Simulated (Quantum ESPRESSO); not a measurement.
Runs of Quantum ESPRESSO 7.5 on TaN. Symmetry: Fm-3m, No. 225, cubic system. The conventional cell has a = 4.423 Å, b = 4.423 Å, c = 4.423 Å, α = 90.00°, β = 90.00°, γ = 90.00°. Around Ta (site symmetry m-3m) lie 6 N at 2.21 Å. N (site symmetry m-3m) has 6 Ta at 2.21 Å as nearest neighbours. The cell comes from a database or a generator and needn't be the stable form of this composition.

```csv
level,k mesh,SCF threshold,symmetry,form of the LDA correlation,gap on the mesh (eV),pressure (GPa)
PW91,10 × 10 × 10,4e-10 Ry,-,-,none,-2.1
SCAN,8 × 8 × 8,1e-08 Ry,off,-,none,(b)
RPBE,10 × 10 × 10,4e-10 Ry,-,-,none,6.5
revPBE,10 × 10 × 10,4e-10 Ry,-,-,none,4.4
r2SCAN,8 × 8 × 8,1e-08 Ry,off,-,none,-15.9
LDA,10 × 10 × 10,4e-10 Ry,-,PZ81,none,-22.1
AM05,10 × 10 × 10,4e-10 Ry,-,-,none,-12.6
PBEsol,10 × 10 × 10,4e-10 Ry,-,-,none,(a)
```

Alike in all rows: task band structure; potentials or basis SG15 PBE 1.2; no spin polarisation; cell as given; cutoff (eV) 1197; smearing fermi-dirac 0.05 eV.

Problem. Fill in the values left out.

Solution. (a) -11.5; (b) -17.5.

Caveats: the potentials were made for another functional, which shifts forces and pressure; spin-orbit coupling is left out, which moves the levels of the heavy elements.

A k mesh can miss the band edges, and the runs leave out spin-orbit coupling on Ta.

A gap of «none» marks a metal or a gap under the smearing width.

Runs at the PBE level aren't shown here.
